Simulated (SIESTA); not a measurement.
## Ag under changes of volume

One of the cells (17.048 Å³/atom); the others are scaled copies at fixed shape and fractional positions:

```
Ag
1.0
     0.00000    2.04275    2.04275
     2.04275    0.00000    2.04275
     2.04275    2.04275    0.00000
Ag
1
Direct
  0.00000 0.00000 0.00000
```

| Item | Value |
| --- | --- |
| Program | SIESTA 5.4.2 |
| Functional | PBE |
| Potentials or basis | PseudoDojo 0.4 standard (PBE files) |
| Basis | DZP (energy shift 0.01 Ry) |
| Grid cutoff | 800 Ry |
| Energy shift | 0.01 Ry |
| k mesh | 11 × 11 × 11 |
| Occupations | fermi-dirac, width 0.05 eV |
| Spin | no spin polarisation |

| volume (Å³/atom) | energy over the lowest point (meV/atom) | pressure (GPa) |
| --- | --- | --- |
| 16.025 | 44.35 | 9.8 |
| 16.366 | ? | ? |
| 16.707 | 13.18 | 5.0 |
| 17.048 | 5.28 | 3.0 |
| 17.389 | 0.87 | 1.3 |
| 17.730 | 0.00 | -0.3 |
| 18.071 | 2.34 | -1.7 |

**Question.** What does the run at 16.366 Å³/atom give?

**Answer.** Energy over the lowest point 26.26 meV/atom; pressure 7.3 GPa.

Worked out: A Birch-Murnaghan fit of order 3 (a polynomial in V^(-2/3)) to the other rows has its minimum at 17.64 Å³/atom with B0 = V·E''(V) = 75 GPa and B' = 6.9. It gives 26.14 meV/atom at 16.366 Å³/atom, against the run's 26.26, and -dE/dV = 7.2 GPa, against 7.3.

Energies are extrapolated to zero smearing.

Caveats: semicore shells carry a single zeta, which can move pressures by several GPa and volumes by a few percent; the basis of atomic orbitals isn't converged, which shifts pressures, moduli and gaps.
